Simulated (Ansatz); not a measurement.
# Al7Co: the cost of one run

Method: DFT PBE, scalar-relativistic, plane waves, PAW, in Ansatz 0.2.0.

2 further runs of the same task are left out: 1 that didn't finish, 1 set aside as unsound or not needed.

## Step 1: The starting structure

Symmetry: Fm-3m, No. 225, cubic system. Conventional cell: a = 4.042 Å, b = 4.042 Å, c = 4.042 Å, α = 90.00°, β = 90.00°, γ = 90.00°. Al (site symmetry m-3m) has 12 Al at 2.86 Å as nearest neighbours.

Structure file:

```cif
data_structure
_symmetry_space_group_name_H-M 'P 1'
_symmetry_Int_Tables_number 1
_cell_length_a 2.8579
_cell_length_b 2.8579
_cell_length_c 2.8579
_cell_angle_alpha 60.000
_cell_angle_beta 60.000
_cell_angle_gamma 60.000
_cell_volume 16.50
loop_
_atom_site_label
_atom_site_type_symbol
_atom_site_fract_x
_atom_site_fract_y
_atom_site_fract_z
_atom_site_occupancy
Al1 Al 0.00000 0.00000 0.00000 1
```

It goes back to an entry of the Materials Project.

It is the result of an earlier relaxation at this level (volume 16.50 Å³/atom; gap on the mesh: none (metal)).

The perfect supercell (rows 2 -2 0; 0 -2 2; 0 -2 0 in vectors of this cell) comes from an earlier run at this level (8 atoms, E(σ→0) -4300.0813 eV, gap none (metal)).

## Step 2: The defect cell

The atom at (0.000, 0.500, 0.500) of the supercell is replaced. The other atoms start on their ideal sites. Its neighbours are 6 Al at 2.86 Å.

## Step 3: Relaxation at the host's cell

The input, input.yaml:

```yaml
crystal:
  lattice:
    - [-4.0416209214, 4.0416209214, 0.0]
    - [0.0, 4.0416209214, -4.0416209214]
    - [-4.0416209214, 0.0, -4.0416209214]
  atoms:
    - { symbol: Co, position: [0.0, 0.5, 0.5], spin: 3.0 }
    - { symbol: Al, position: [0.0, 0.0, 0.5] }
    - { symbol: Al, position: [0.0, 0.5, 0.0] }
    - { symbol: Al, position: [0.0, 0.0, 0.0] }
    - { symbol: Al, position: [0.5, 0.5, 0.5] }
    - { symbol: Al, position: [0.5, 0.0, 0.5] }
    - { symbol: Al, position: [0.5, 0.5, 0.0] }
    - { symbol: Al, position: [0.5, 0.0, 0.0] }
basis:
  ecutwfc: 420
  xc_grid: 2
kpoints:
  mp_grid: { grid: [6, 6, 6], shift: [0.0, 0.0, 0.0] }
hamiltonian:
  xc: pbe
scf:
  occupations: { method: gaussian, width: 0.1 }
output:
  forces: true
  stress: false
  eigenvalues: true
  populations: true
  write_density: true
  write_potential: true
  elf: true
  volumetric_format: npy
magnetization:
  spin_polarized: true
relax:
  adjacent_minimum: "off"
  f_tol: 0.025
  max_steps: 45
```

Run with:

```console
$ ansatz run input.yaml --threads 4 --pin off --max-ram 8192MiB --backend cpu --events-out ev --progress --plain --runs-dir out
```

**Question.** How long does this run take on 4 threads of Arm Neoverse N1, shared host, and how much memory does it need?

About 8.3 s, with a peak of 0.51 GiB.
